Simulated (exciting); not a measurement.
## Li: equation of state with PBEsol

Crystal: Li.

```
Li
1.0
     0.00000    2.20200    2.20200
     2.20200    0.00000    2.20200
     2.20200    2.20200    0.00000
Li
1
Direct
  0.00000 0.00000 0.00000
```

This isn't the form of Li at room conditions, which is bcc.

```yaml
Program: exciting (release sodium)
Task: equation of state
Functional: PBEsol
Potentials_or_basis: all-electron LAPW+lo, shipped species files, valence relativity zora
rgkmax: 7
k_mesh: 10 × 10 × 10
Occupations: fermi-dirac, width 0.05 eV
Spin: no spin polarisation
```

| Quantity | Value |
| --- | --- |
| Equilibrium volume | 20.20 Å³/atom (rough: see the caveat) |
| Bulk modulus | 12.6 GPa (rough) |

Energy against volume, from the lowest point:
| volume (Å³/atom) | energy (meV/atom) |
| --- | --- |
| 20.073 | 0.00 |
| 20.500 | 0.14 |
| 20.927 | 0.98 |
| 21.354 | 2.40 |
| 21.781 | 4.50 |
| 22.208 | 7.15 |
| 22.635 | 10.31 |

Caveat: the fit is doubtful: noisy points or a state that changes with volume.
